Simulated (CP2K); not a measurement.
# MgS (F-43m) in CP2K: a series of runs, part 3 of 4

CP2K 2026.2.

### Step 5. Single point, PBE

File mgs_scf.inp:

```
&GLOBAL
  PROJECT mgs_scf
  RUN_TYPE ENERGY_FORCE
  PRINT_LEVEL LOW
&END GLOBAL
&FORCE_EVAL
  METHOD QS
  STRESS_TENSOR ANALYTICAL
  &DFT
    BASIS_SET_FILE_NAME BASIS_ccGRB_UZH
    POTENTIAL_FILE_NAME POTENTIAL_UZH
    &MGRID
      CUTOFF 1400
      REL_CUTOFF 60
      NGRIDS 5
    &END MGRID
    &QS
      METHOD GPW
      EPS_DEFAULT 1.0E-9
    &END QS
    &KPOINTS
      SCHEME MONKHORST-PACK 8 8 8
      GAMMA_CENTERED T
      SYMMETRY T
      SYMMETRY_BACKEND SPGLIB
    &END KPOINTS
    &SCF
      SCF_GUESS ATOMIC
      EPS_SCF 1.0E-6
      MAX_SCF 100
      ADDED_MOS 10
      CHOLESKY OFF
      EPS_EIGVAL 1.0E-7
      &DIAGONALIZATION ON
        ALGORITHM STANDARD
      &END DIAGONALIZATION
      &MIXING ON
        METHOD BROYDEN_MIXING
        ALPHA 0.4
        BETA 1.5
        NBUFFER 8
      &END MIXING
      &SMEAR ON
        METHOD FERMI_DIRAC
        ELECTRONIC_TEMPERATURE [K] 580.226
      &END SMEAR
    &END SCF
    &XC
      &XC_FUNCTIONAL
        &GGA_X_PBE
        &END GGA_X_PBE
        &GGA_C_PBE
        &END GGA_C_PBE
      &END XC_FUNCTIONAL
    &END XC
    &PRINT
      &KPOINTS ON
      &END KPOINTS
      &MULLIKEN ON
      &END MULLIKEN
      &MO ON
        ENERGIES T
        OCCUPATION_NUMBERS T
        &EACH
          QS_SCF 0
        &END EACH
        ADD_LAST NUMERIC
      &END MO
      &LOWDIN ON
      &END LOWDIN
      &HIRSHFELD ON
        SHAPE_FUNCTION DENSITY
      &END HIRSHFELD
    &END PRINT
  &END DFT
  &SUBSYS
    &CELL
      A 4.0066367940 0.0000000000 0.0000000000
      B 2.0033183970 3.4698492474 0.0000000000
      C 2.0033183970 1.1566164158 3.2714052433
      PERIODIC XYZ
    &END CELL
    &COORD
      SCALED
      S   0.2500000000 0.2500000000 0.2500000000
      Mg  0.0000000000 0.0000000000 0.0000000000
    &END COORD
    &KIND S
      BASIS_SET ccGRB-D-q6
      POTENTIAL GTH-PBE-q6
    &END KIND
    &KIND Mg
      BASIS_SET ccGRB-D-q10
      POTENTIAL GTH-PBE-q10
    &END KIND
    &PRINT
      &ATOMIC_COORDINATES ON
      &END ATOMIC_COORDINATES
      &CELL ON
      &END CELL
      &SYMMETRY ON
      &END SYMMETRY
    &END PRINT
  &END SUBSYS
  &PRINT
    &FORCES ON
    &END FORCES
    &STRESS_TENSOR ON
    &END STRESS_TENSOR
  &END PRINT
&END FORCE_EVAL
```

Potentials or basis: POTENTIAL_UZH S GTH-PBE-q6, Mg GTH-PBE-q10; ccGRB-D basis.

Command:

```bash
> OMP_NUM_THREADS=1 cp2k.psmp -i mgs_scf.inp -o mgs_scf.out
```

mgs_scf.out:

```text

 CP2K| version string:                                       CP2K version 2026.2
 CP2K| Input file name                                               mgs_scf.inp

 GLOBAL| Force Environment number                                              1
 GLOBAL| Basis set file name                                     BASIS_ccGRB_UZH
 GLOBAL| Potential file name                                       POTENTIAL_UZH
 GLOBAL| MM Potential file name                                     MM_POTENTIAL
 GLOBAL| Coordinate file name                                      __STD_INPUT__
 GLOBAL| Method name                                                        CP2K
 GLOBAL| Project name                                                    mgs_scf
 GLOBAL| Run type                                                   ENERGY_FORCE
 GLOBAL| FFT library                                                       FFTW3
 GLOBAL| Diagonalization library                                       ScaLAPACK
 GLOBAL| Cholesky decomposition library                                ScaLAPACK
 GLOBAL| DGEMM library                                                      BLAS
 GLOBAL| Direct generalized diagonalization requested                          F
 GLOBAL| Matrix multiplication library                                 ScaLAPACK
 GLOBAL| Global print level                                                  LOW
 GLOBAL| Total number of message passing processes                             1
 GLOBAL| Number of threads for this process                                    1
 GLOBAL| CPU model name                                                  UNKNOWN

 CELL| Volume [angstrom^3]:                                            45.480468
 CELL| Vector a [angstrom]:       4.007     0.000     0.000   |a| =     4.006637
 CELL| Vector b [angstrom]:       2.003     3.470     0.000   |b| =     4.006637
 CELL| Vector c [angstrom]:       2.003     1.157     3.271   |c| =     4.006637
 CELL| Angle (b,c), alpha [degree]:                                    60.000000
 CELL| Angle (a,c), beta  [degree]:                                    60.000000
 CELL| Angle (a,b), gamma [degree]:                                    60.000000
 CELL| Numerically orthorhombic:                                              NO
 CELL| Periodicity                                                           XYZ

 CELL_REF| Volume [angstrom^3]:                                        45.480468
 CELL_REF| Vector a [angstrom     4.007     0.000     0.000   |a| =     4.006637
 CELL_REF| Vector b [angstrom     2.003     3.470     0.000   |b| =     4.006637
 CELL_REF| Vector c [angstrom     2.003     1.157     3.271   |c| =     4.006637
 CELL_REF| Angle (b,c), alpha [degree]:                                60.000000
 CELL_REF| Angle (a,c), beta  [degree]:                                60.000000
 CELL_REF| Angle (a,b), gamma [degree]:                                60.000000
 CELL_REF| Numerically orthorhombic:                                          NO
 CELL_REF| Periodicity                                                       XYZ

[... 9 lines left out ...]

  Total number of            - Atomic kinds:                                   2
                             - Atoms:                                          2
                             - Shell sets:                                     4
                             - Shells:                                        11
                             - Primitive Cartesian functions:                 12
                             - Cartesian basis functions:                     29
                             - Spherical basis functions:                     27

  Maximum angular momentum of- Orbital basis functions:                        2
                             - Local part of the GTH pseudopotential:          2
                             - Non-local part of the GTH pseudopotential:      2

 MODULE QUICKSTEP: ATOMIC COORDINATES IN ANGSTROM

   Atom Kind Element         X             Y             Z       Z(eff)     Mass
      1    1 S    16      2.003318      1.156616      0.817851   6.0000  32.0650
      2    2 Mg   12      0.000000      0.000000      0.000000  10.0000  24.3050

[... 87 lines left out ...]
     1 NoMix/Diag. 0.40E+00    0.9     1.81798255       -73.7045186663 -7.37E+01
     2 Broy./Diag. 0.40E+00    0.9     0.02368544       -73.0706354307  6.34E-01
     3 Broy./Diag. 0.40E+00    0.9     0.05932739       -73.4505535336 -3.80E-01
     4 Broy./Diag. 0.40E+00    0.9     0.00753501       -73.6746008855 -2.24E-01
     5 Broy./Diag. 0.40E+00    0.9     0.00254436       -73.6393945727  3.52E-02
     6 Broy./Diag. 0.40E+00    0.9     0.00219196       -73.6189434946  2.05E-02
     7 Broy./Diag. 0.40E+00    0.9     0.00083056       -73.6164839009  2.46E-03
     8 Broy./Diag. 0.40E+00    1.0     0.00047779       -73.6238050010 -7.32E-03
     9 Broy./Diag. 0.40E+00    1.0     0.00007828       -73.6258562969 -2.05E-03
    10 Broy./Diag. 0.40E+00    1.0     0.00001858       -73.6253604166  4.96E-04
    11 Broy./Diag. 0.40E+00    1.0     0.00001290       -73.6254828388 -1.22E-04
    12 Broy./Diag. 0.40E+00    1.0     0.00000178       -73.6255394553 -5.66E-05
    13 Broy./Diag. 0.40E+00    1.0     0.00000329       -73.6254920293  4.74E-05
    14 Broy./Diag. 0.40E+00    1.0     0.00000139       -73.6254881017  3.93E-06
    15 Broy./Diag. 0.40E+00    1.0     0.00000021       -73.6254877265  3.75E-07

  *** SCF run converged in    15 steps ***

  Electronic density on regular grids:        -15.9999998488        0.0000001512
  Core density on regular grids:               15.9999999933       -0.0000000067
  Total charge density on r-space grids:        0.0000001445
  Total charge density g-space grids:           0.0000001445

  Overlap energy of the core charge distribution:               0.00000000000000
  Self energy of the core charge distribution:               -170.57361179697347
  Core Hamiltonian energy:                                     48.77856798541403
  Hartree energy:                                              59.09138803375533
  Exchange-correlation energy:                                -10.92183194872526
  Electronic entropic energy:                                  -0.00000000000000
  Fermi energy:                                                 0.13917715670118

  Total energy:                                               -73.62548772652937
  Total energy (extrapolated to T->0):                        -73.62548772652937

 MO| EIGENVALUES AND OCCUPATION NUMBERS FOR K POINT 1
 MO|
 MO|  Index      Eigenvalue [a.u.]        Eigenvalue [eV]             Occupation
 MO|      1              -2.631323             -71.601928               2.000000
 MO|      2              -1.410831             -38.390660               2.000000
 MO|      3              -1.410776             -38.389167               2.000000
 MO|      4              -1.410776             -38.389167               2.000000
 MO|      5              -0.310559              -8.450734               2.000000
 MO|      6              -0.019703              -0.536151               2.000000
[... 333 lines left out ...]
 MO|     17               0.809732              22.033937               0.000000
 MO|     18               0.845838              23.016415               0.000000
 MO| Sum:                                                              16.000000
 MO| E(Fermi):            0.139177 a.u.          3.787203 eV
 MO| Band gap:            0.262029 a.u.          7.130182 eV

 [... the levels of further k-points ...]

 !-----------------------------------------------------------------------------!
                     Mulliken Population Analysis

 #  Atom  Element  Kind  Atomic population                           Net charge
       1     S        1          7.006077                             -1.006077
       2     Mg       2          8.993923                              1.006077
 # Total charge                             16.000000                  0.000000

 !-----------------------------------------------------------------------------!

 !-----------------------------------------------------------------------------!
                           Hirshfeld Charges

  #Atom  Element  Kind  Ref Charge     Population                    Net charge
      1       S      1       6.000          6.314                        -0.314
      2       Mg     2      10.000          9.686                         0.314

  Total Charge                                                           -0.000
 !-----------------------------------------------------------------------------!

 LOWDIN POPULATION ANALYSIS

 #  Atom  Element  Kind  Atomic population                           Net charge
       1     S        1          5.937063                              0.062937
       2     Mg       2         10.062937                             -0.062937
 # Total charge                             16.000000                 -0.000000

 ENERGY| Total FORCE_EVAL ( QS ) energy [hartree]            -73.625486978249569

 FORCES| Atomic forces [hartree/bohr]
 FORCES|   Atom     x               y               z               |f|
 FORCES|      1  4.84483118E-07  2.78704053E-07  1.97427547E-07   5.92771016E-07
 FORCES|      2 -3.40305491E-07 -1.95430153E-07 -1.38575678E-07   4.16177835E-07
 FORCES| Sum     1.44177627E-07  8.32739001E-08  5.88518693E-08
 FORCES| Total atomic force                                       1.76593525E-07

 STRESS| Analytical stress tensor [bar]
 STRESS|                        x                   y                   z
 STRESS|      x        1.79193715847E+04   1.95307361860E+01   1.38151195084E+01
 STRESS|      y        1.95307361860E+01   1.78968262944E+04   7.99952759601E+00
 STRESS|      z        1.38151195084E+01   7.99952759601E+00   1.78911636870E+04
 STRESS| 1/3 Trace                                             1.79024538554E+04
 STRESS| Determinant                                           5.73768267471E+12

 STRESS| Eigenvectors and eigenvalues of the analytical stress tensor [bar]
 STRESS|                        1                   2                   3
 STRESS| Eigenvalues   1.78855087491E+04   1.78855567295E+04   1.79362960874E+04
 STRESS|      x          -0.055747982391     -0.574845116173      0.816360983188
 STRESS|      y          -0.510359314338      0.719152348434      0.471543497474
 STRESS|      z           0.858152394816      0.390349833039      0.333468851797
```

Wall time 16 s (1 thread of Arm Neoverse V2, shared host); peak memory 0.71 GiB.

What came out:

| Quantity | Value |
| --- | --- |
| Free energy | -2003.4514 eV |
| Pressure | 1.8 GPa |
| Band gap on the k mesh | 3.78 eV, direct |
| Mulliken charges | S -1.01; Mg +1.01 e |
| Hirshfeld charges | S -0.31; Mg +0.31 e |

Caveat: Mulliken charges move with the basis; the basis of atomic orbitals isn't converged, which shifts pressures, moduli and gaps. Expect the measured gap to be larger: semilocal functionals such as PBE lack the derivative discontinuity.

(Part 3 of 4 ends here.)
